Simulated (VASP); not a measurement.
# MoH6 (F-43m) in VASP: further runs, part 2 of 2

VASP 6.6.1. Earlier steps stand in the parts before.

## Step 3: Relaxation of cell and atoms, PBE

This run uses another cell than the first one, of 11.34 Å³/atom, 1.195 times its volume.

Input file INCAR:

```
SYSTEM = MoH6
PREC = Normal
ENCUT = 520
EDIFF = 1E-4
ISMEAR = 0
SIGMA = 0.15
LREAL = .False.
LASPH = .True.
NELM = 60
ALGO = Fast
ISIF = 3
LWAVE = .False.
LCHARG = .False.
GGA = PE
IBRION = 2
NSW = 24
EDIFFG = -0.08
```

Input file KPOINTS:

```
Automatic mesh
0
Gamma
  3 3 3
  0 0 0
```

Input file POSCAR:

```
MoH6
1.0
    4.2977159700      0.0000000000      0.0000000000
    0.0000000000      4.2977159700      0.0000000000
    0.0000000000      0.0000000000      4.2977159700
H Mo
6 1
Direct
    0.5000000000      0.0000000000      0.0000000000
    0.0000000000      0.5000000000      0.0000000000
    0.0000000000      0.0000000000      0.5000000000
    0.0000000000      0.5000000000      0.5000000000
    0.5000000000      0.0000000000      0.5000000000
    0.5000000000      0.5000000000      0.0000000000
    0.5000000000      0.5000000000      0.5000000000
```

Potentials or basis: VASP PAW PBE potentials, release 64 (H, Mo_sv).

On the command line:

```sh
> cat potpaw_PBE.64/H/POTCAR potpaw_PBE.64/Mo_sv/POTCAR > POTCAR
> mpirun -np 1 vasp_std > vasp.out
```

It took 43 s on 1 thread of Intel Xeon Platinum 8375C at 2.90GHz (Ice Lake), shared host; peak memory 0.14 GiB.

It converged, with:

```yaml
Free_energy: -24.4877 eV
Relaxed_volume: 6.05 Å³/atom
Relaxed_cell: a = 3.486 Å, b = 3.486 Å, c = 3.486 Å, α = 90.00°, β = 90.00°, γ = 90.00°
Space_group_after_relaxing_to_0.05_Å: Pm-3m (No. 221)
Energy_gained_by_relaxing: 593.8 meV/atom
Ionic_steps: 7
Pressure_after_relaxing: -1.4 GPa
Band_gap_on_the_k_mesh: none (metal or under the smearing width)
```

The path:
| step | energy change (eV) | largest force (eV/Å) | pressure (GPa) | volume (Å³) |
| --- | --- | --- | --- | --- |
| 1 | 0.0000 | 0.0000 | -20.23 | 79.38 |
| 2 | -2.0705 | 0.0000 | -21.71 | 64.04 |
| 3 | -2.1381 | 0.0000 | 72.64 | 30.08 |
| 4 | -1.0095 | 0.0000 | -5.17 | 48.80 |
| 5 | -4.0278 | 0.0000 | -9.32 | 46.10 |
| 6 | -3.9658 | 0.0000 | 15.93 | 37.52 |
| 7 | -4.1566 | 0.0000 | -1.35 | 42.37 |

Final structure:
```yaml
crystal:
  lattice:
    - [3.48614, 0.00000, 0.00000]
    - [0.00000, 3.48614, 0.00000]
    - [0.00000, 0.00000, 3.48614]
  atoms:
    - { symbol: H, position: [0.50000, 0.00000, 0.00000] }
    - { symbol: H, position: [0.00000, 0.50000, 0.00000] }
    - { symbol: H, position: [0.00000, 0.00000, 0.50000] }
    - { symbol: H, position: [0.00000, 0.50000, 0.50000] }
    - { symbol: H, position: [0.50000, 0.00000, 0.50000] }
    - { symbol: H, position: [0.50000, 0.50000, 0.00000] }
    - { symbol: Mo, position: [0.50000, 0.50000, 0.50000] }
```

Levels at points of the mesh, in eV from the Fermi level:
```tsv
k point	band 6	band 7	band 8	band 9	band 10	band 11	band 12	band 13	band 14
(0.00, 0.00, 0.00)	-7.59	-7.59	0.74	0.74	0.74	1.88	1.88	3.31	5.55
```

Caveat: the k mesh is coarse (spacing up to 0.49 Å⁻¹), so the values aren't converged; the volume moved by over 15 % at a fixed basis, so the end points are rough; the relaxation stopped at a loose force limit of 0.08 eV/Å, so its end isn't a converged minimum.

## Step 4: Relaxation of cell and atoms, PBE

This run uses another cell than the first one, of 10.13 Å³/atom, 1.068 times its volume.

INCAR is that of step 3.

Input file KPOINTS:

```
Automatic mesh
0
Gamma
  4 4 4
  0 0 0
```

Input file POSCAR:

```
MoH6
1.0
    0.0000000000      3.2856003300      3.2856003300
    3.2856003300      0.0000000000      3.2856003300
    3.2856003300      3.2856003300      0.0000000000
H Mo
6 1
Direct
    0.5000000000      0.5000000000      0.5000000000
    0.7500000000      0.7500000000      0.7500000000
    0.1270905600      0.6187283200      0.1270905600
    0.1270905600      0.1270905600      0.1270905600
    0.6187283200      0.1270905600      0.1270905600
    0.1270905600      0.1270905600      0.6187283200
    0.0000000000      0.0000000000      0.0000000000
```

On the command line:

```sh
> cat potpaw_PBE.64/H/POTCAR potpaw_PBE.64/Mo_sv/POTCAR > POTCAR
> mpirun -np 1 vasp_std > vasp.out
```

Run time: 80 s. Hardware: 1 thread of Intel Xeon Platinum 8375C at 2.90GHz (Ice Lake), shared host; peak memory 0.16 GiB.

It converged, with:

```
Free energy                            : -23.2960 eV
Relaxed volume                         : 7.23 Å³/atom
Relaxed cell                           : a = 4.152 Å, b = 4.152 Å, c = 4.152 Å, α = 60.00°, β = 60.00°, γ = 60.00°
Space group after relaxing (to 0.05 Å) : F-43m (No. 216)
Energy gained by relaxing              : 388.6 meV/atom
Ionic steps                            : 13
Pressure after relaxing                : 1.0 GPa
Band gap on the k mesh                 : none (metal or under the smearing width)
```

Forces in eV/Å, atoms in the order of the input:
```
H    0.000  0.000  0.000
H    0.000  0.000  0.000
H    0.002 -0.002  0.002
H   -0.002 -0.002 -0.002
H   -0.002  0.002  0.002
H    0.002  0.002 -0.002
Mo   0.000  0.000  0.000
```

Step by step:
```tsv
step	energy change (eV)	largest force (eV/Å)	pressure (GPa)	volume (Å³)
1	0.0000	5.3612	15.47	70.94
2	-1.4285	1.0987	-11.49	81.46
3	-1.8347	0.3023	-5.56	77.44
4	-1.8350	0.3667	-5.56	77.30
5	-1.9901	0.4176	-5.46	73.67
6	-2.4006	0.5678	-3.32	63.47
7	-2.5679	0.7437	10.39	45.98
8	-2.6485	0.8128	2.84	52.43
9	-2.6510	0.8164	4.79	50.54
10	-2.7007	0.2360	1.25	49.16
11	-2.7115	0.0795	1.98	49.57
12	-2.7116	0.0543	3.14	49.54
13	-2.7204	0.0029	0.99	50.60
```

Final structure:
```xyz
7
Lattice="0.0000 2.9357 2.9357 2.9357 0.0000 2.9357 2.9357 2.9357 0.0000" Properties=species:S:1:pos:R:3 pbc="T T T"
H     2.9357    2.9357    2.9357
H     4.4035    4.4035    4.4035
H     1.9844    0.9513    1.9844
H     0.9513    0.9513    0.9513
H     0.9513    1.9844    1.9844
H     1.9844    1.9844    0.9513
Mo    0.0000    0.0000    0.0000
```

Levels at points of the mesh, in eV from the Fermi level:
| k point | band 7 | band 8 | band 9 | band 10 | band 11 | band 12 | band 13 | band 14 |
| --- | --- | --- | --- | --- | --- | --- | --- | --- |
| (0.00, 0.00, 0.00) | -2.99 | -2.99 | -1.60 | 0.12 | 0.12 | 1.38 | 6.51 | 6.51 |
| (0.50, 0.00, 0.00) | -2.60 | -2.60 | -1.04 | -0.16 | 0.07 | 0.07 | 4.53 | 4.53 |
| (0.50, 0.50, 0.00) | -3.25 | -2.08 | -2.08 | -0.44 | 0.56 | 2.14 | 2.57 | 2.57 |

Caveat: the k mesh is coarse (spacing up to 0.41 Å⁻¹), so the values aren't converged; the volume moved by over 15 % at a fixed basis, so the end points are rough; the relaxation stopped at a loose force limit of 0.08 eV/Å, so its end isn't a converged minimum.

## Step 5: Relaxation of cell and atoms, PBE

This run uses another cell than the first one, of 9.68 Å³/atom, 1.021 times its volume.

INCAR is that of step 4.

KPOINTS is that of step 4.

Input file POSCAR:

```
MoH6
1.0
    4.3372980300      0.0000000000      0.0000000000
   -2.1686490200      3.7562102800      0.0000000000
    0.0000000000      0.0000000000      4.1604792600
H Mo
6 1
Direct
    0.0000000000      0.0000000000      0.6320359300
    0.0000000000      0.0000000000      0.3679640700
    0.3333333300      0.6666666700      0.7485494300
    0.3333333300      0.6666666700      0.2514505700
    0.6666666700      0.3333333300      0.2514505700
    0.6666666700      0.3333333300      0.7485494300
    0.0000000000      0.0000000000      0.0000000000
```

On the command line:

```sh
> cat potpaw_PBE.64/H/POTCAR potpaw_PBE.64/Mo_sv/POTCAR > POTCAR
> mpirun -np 1 vasp_std > vasp.out
```

It took 82 s on 1 thread of Intel Xeon Platinum 8375C at 2.90GHz (Ice Lake), shared host; peak memory 0.15 GiB.

The run converged. Its results:

* Free energy: -28.5664 eV
* Relaxed volume: 5.76 Å³/atom
* Relaxed cell: a = 3.050 Å, b = 3.050 Å, c = 5.009 Å, α = 90.00°, β = 90.00°, γ = 120.00°
* Space group after relaxing (to 0.05 Å): P6/mmm (No. 191)
* Energy gained by relaxing: 1181.9 meV/atom
* Ionic steps: 19
* Pressure after relaxing: -0.1 GPa
* Largest force after relaxing: 0.049 eV/Å
* Band gap on the k mesh: none (metal or under the smearing width)

Forces in eV/Å, atoms in the order of the input:
```
H    0.000  0.000 -0.049
H    0.000  0.000  0.049
H    0.000  0.000  0.012
H    0.000  0.000 -0.012
H    0.000  0.000 -0.012
H    0.000  0.000  0.012
Mo   0.000  0.000  0.000
```

Stress tensor (GPa, compression positive):
```
-0.17  0.00  0.00
 0.00 -0.17  0.00
 0.00  0.00 -0.07
```

Step by step:
| step | energy change (eV) | largest force (eV/Å) | pressure (GPa) | volume (Å³) |
| --- | --- | --- | --- | --- |
| 1 | 0.0000 | 4.8423 | -12.48 | 67.78 |
| 2 | -2.9577 | 5.2829 | -19.66 | 60.19 |
| 3 | -2.9551 | 4.8144 | -19.64 | 60.34 |
| 4 | -5.5875 | 2.7383 | -21.11 | 51.28 |
| 5 | -2.7136 | 2.3231 | 147.14 | 26.49 |
| 6 | -7.4353 | 1.4687 | -15.34 | 43.80 |
| 7 | -7.8929 | 0.4251 | 15.22 | 35.50 |
| 8 | -8.0422 | 0.7248 | -0.99 | 38.51 |
| 9 | -8.0498 | 0.6708 | 2.65 | 37.87 |
| 10 | -8.1268 | 0.5403 | -0.28 | 38.54 |
| 11 | -8.1668 | 0.4509 | -2.45 | 39.34 |
| 12 | -8.1705 | 0.4141 | -3.93 | 39.64 |
| 13 | -8.2200 | 0.3063 | -0.21 | 39.14 |
| 14 | -8.2322 | 0.2800 | 3.12 | 38.72 |
| 15 | -8.2547 | 0.1444 | 1.88 | 39.25 |
| 16 | -8.2658 | 0.0982 | 1.10 | 39.92 |
| 17 | -8.2722 | 0.0914 | -0.17 | 40.34 |
| 18 | -8.2722 | 0.1003 | -0.36 | 40.38 |
| 19 | -8.2736 | 0.0485 | -0.14 | 40.35 |

Final structure:
```yaml
crystal:
  lattice:
    - [3.04994, 0.00000, 0.00000]
    - [-1.52497, 2.64133, 0.00000]
    - [0.00000, 0.00000, 5.00898]
  atoms:
    - { symbol: H, position: [0.00000, 0.00000, 0.59200] }
    - { symbol: H, position: [0.00000, 0.00000, 0.40800] }
    - { symbol: H, position: [0.33333, 0.66667, 0.81325] }
    - { symbol: H, position: [0.33333, 0.66667, 0.18675] }
    - { symbol: H, position: [0.66667, 0.33333, 0.18675] }
    - { symbol: H, position: [0.66667, 0.33333, 0.81325] }
    - { symbol: Mo, position: [0.00000, 0.00000, 0.00000] }
```

Levels at points of the mesh, in eV from the Fermi level:
```tsv
k point	band 6	band 7	band 8	band 9	band 10	band 11	band 12	band 13	band 14
(0.00, 0.00, 0.00)	-7.34	-6.82	-1.83	-1.83	0.55	0.55	1.04	1.12	5.09
(0.50, 0.00, 0.00)	-7.02	-6.73	-6.52	-1.46	-0.36	1.97	2.00	5.04	5.05
(0.00, 0.00, 0.50)	-9.53	-3.22	-2.95	-1.82	-1.82	0.51	0.51	1.12	4.90
(0.50, 0.00, 0.50)	-7.32	-6.58	-6.44	-1.89	-0.44	-0.34	2.00	4.50	4.59
```

Caveat: the k mesh is coarse (spacing up to 0.42 Å⁻¹), so the values aren't converged; the volume moved by over 15 % at a fixed basis, so the end points are rough; the relaxation stopped at a loose force limit of 0.08 eV/Å, so its end isn't a converged minimum.
